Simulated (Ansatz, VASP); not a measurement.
**One calculation of SnSe, two programs**

```
Sn Se
1.0
     0.00000    2.97990    3.01000
     3.04010    0.00000    3.01000
     3.04010    2.97990    0.00000
Sn Se
1 1
Direct
  0.00000 0.00000 0.00000
  0.50000 0.50000 0.50000
```

Change from the starting cell: strain +0.0100 x Voigt [1, -1, 0, 0, 0, 0], atoms carried along.

Alike in both runs: task single point; functional LDA; k mesh 8 × 8 × 8; occupations gaussian, width 0.05 eV; no spin polarisation.

```csv
,VASP,Ansatz
version,VASP 6.6.1,Ansatz 0.2.0
potentials or method,"VASP PAW LDA potentials, release 64 (Sn_d, Se)","scalar-relativistic, plane waves, PAW"
plane-wave cutoff (eV),520,420
valence electrons in the cell,20,30
```

VASP gave:

| Quantity | Value |
| --- | --- |
| gap on the k mesh at the Fermi level (eV) | 0.64 |
| least direct gap on the mesh (eV) | 0.64 |
| pressure (GPa) | -3.2 |
| largest component of the traceless stress (GPa) | 1.12 |

**Question.** What did Ansatz give for the same quantities?

**Answer.** gap on the k mesh at the Fermi level (eV): 0.62; least direct gap on the mesh (eV): 0.62; pressure (GPa): -3.3; largest component of the traceless stress (GPa): 1.11.

The two sets of potentials don't hold the same shells in valence.

Caveats: spin-orbit coupling is left out, which moves the levels of the heavy elements. A k mesh can miss the band edges.
